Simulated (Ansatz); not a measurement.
**Ca: how the free axis answers a strain**

Ca, P6_3/mmc, a = 3.902 Å, c = 12.809 Å. This isn't the element's structure at ambient conditions. Ansatz: PBE, PAW, 420 eV, Γ-centred 15×15×4 mesh on 4 atoms, Gaussian smearing 0.10 eV; no spin polarisation. Series: biaxial strain in the a-b plane, c and atoms relaxed; x is the strain in per cent. y is the change of c in per cent of 12.809 Å.

```tsv
x (%)	y (%)
-6.0	?
-4.0	1.36
-2.0	0.72
0.0	0.00
2.0	-0.53
4.0	-1.49
6.0	-2.66
```

Fit y = c1 x + c2 x² to the other rows, say what c1 measures, and predict the missing y.

Least squares on the rows shown. y = −0.3646 x − 0.009962 x². With no stress along c, c1 = −2C13/C33 = -0.365. With a term in x³ added, the coefficient of x becomes -0.2981, 18 % less, which shows how far this figure hangs on the form. At x = -6.0 the fit asked for gives 1.83 %. The run gave 1.83 %, the same to the digits shown.

Cost: 7 runs of about 5.9 core-minutes in all, on Arm Neoverse V2 (shared hosts).